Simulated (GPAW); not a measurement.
Runs of GPAW 26.7.0 on CuAu. It takes space group P4/mmm (No. 123, tetragonal). Conventional cell: a = 2.811 Å, b = 2.811 Å, c = 3.685 Å, α = 90.00°, β = 90.00°, γ = 90.00°. Around Au (site symmetry 4/mmm) lie 8 Cu at 2.71 Å and 4 Au at 2.81 Å. Cu (site symmetry 4/mmm) is surrounded by 8 Au at 2.71 Å and 4 Cu at 2.81 Å. 

```tsv
task	level	potentials or basis	k mesh	cutoff (eV)	eta	response ecut	scissors	kernel	response k mesh	gap on the mesh (eV)	V0 of scaled cells (Å³/atom)	B0 (GPa)
optical spectrum	AM05	PAW data sets generated in the run's folder for this functional, pw	8 × 8 × 6	400	0.1 eV	50 eV	0 eV	RPA	21 × 21 × 16	none	-	-
optical spectrum	LDA	the program's PAW data sets (release 1.2.1) made for this functional, pw	8 × 8 × 6	400	0.1 eV	50 eV	0 eV	RPA	21 × 21 × 16	none	-	-
equation of state	LDA	the program's PAW data sets (release 1.2.1) made for this functional, pw	9 × 9 × 7	600	-	-	-	-	-	-	14.00	191
equation of state	PBEsol	PAW data sets generated in the run's folder for this functional, pw	9 × 9 × 7	600	-	-	-	-	-	-	(a)	170
```

Alike in all rows: no spin polarisation; cell as given; smearing fermi-dirac 0.05 eV.

Q: Fill in the values left out.

A: (a) 14.44.

Caveats: the intraband term hangs on this k mesh (some runs); the long-wavelength limit can be off by several per cent where d states take part (some runs); independent-particle spectra lack excitons (some runs); with these Cu and Au data sets, volumes or pressures lay over 1.5 % or 2 GPa off other programs in two to four cells of ten (some runs); the cell was scaled at fixed shape and fractional positions, which overstates the stiffness of a crystal with free parameters, most of all of layers and chains (some runs).

A k mesh can miss the band edges, and the runs leave out spin-orbit coupling on Au.

A gap of «none» marks a metal or a gap under the smearing width.

Runs at the PBE level aren't shown here.
